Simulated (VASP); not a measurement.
## Al: relaxation of cell and atoms with PBE

Crystal: Al.

```
Al
1.0
     0.00000    2.01999    2.01999
     2.01999    0.00000    2.01999
     2.01999    2.01999    0.00000
Al
1
Direct
  0.00000 0.00000 0.00000
```

| Quantity | Value |
| --- | --- |
| Program | VASP 6.6.1 |
| Task | relaxation of cell and atoms |
| Functional | PBE |
| Potentials or basis | VASP PAW PBE potentials, release 64 (Al) |
| Cutoff | 350 eV |
| k mesh | 18 × 18 × 18 |
| Occupations | gaussian, width 0.1 eV |
| Spin | no spin polarisation |
| Further INCAR settings | ALGO = Normal; EDIFF = 1e-07; IBRION = 2; EDIFFG = -0.002; NSW = 80; ISIF = 3 |

The pressure after relaxing is 0.0 GPa and the band gap on the k mesh is none (metal or under the smearing width).

Final structure:
```
Al
1.0
     0.00000    2.01999    2.01999
     2.01999    0.00000    2.01999
     2.01999    2.01999    0.00000
Al
1
Direct
  0.00000 0.00000 0.00000
```

Levels at points of the mesh, in eV from the Fermi level:
| k point | band 1 | band 2 | band 3 | band 4 | band 5 |
| --- | --- | --- | --- | --- | --- |
| (0.00, 0.00, 0.00) | -11.13 | 12.64 | 12.64 | 12.64 | 14.13 |
| (0.50, 0.00, 0.00) | -4.59 | -4.37 | 11.43 | 11.43 | 11.48 |
| (0.50, 0.50, 0.00) | -2.92 | -1.59 | 5.27 | 5.61 | 5.61 |

It used 4.6 s of CPU time on 1 thread of Intel(R) Xeon(R) Platinum 8559C (Emerald Rapids), with other jobs on the host, which was overloaded at the time.

Caveat: the relaxation stopped at its first step, so nothing moved.
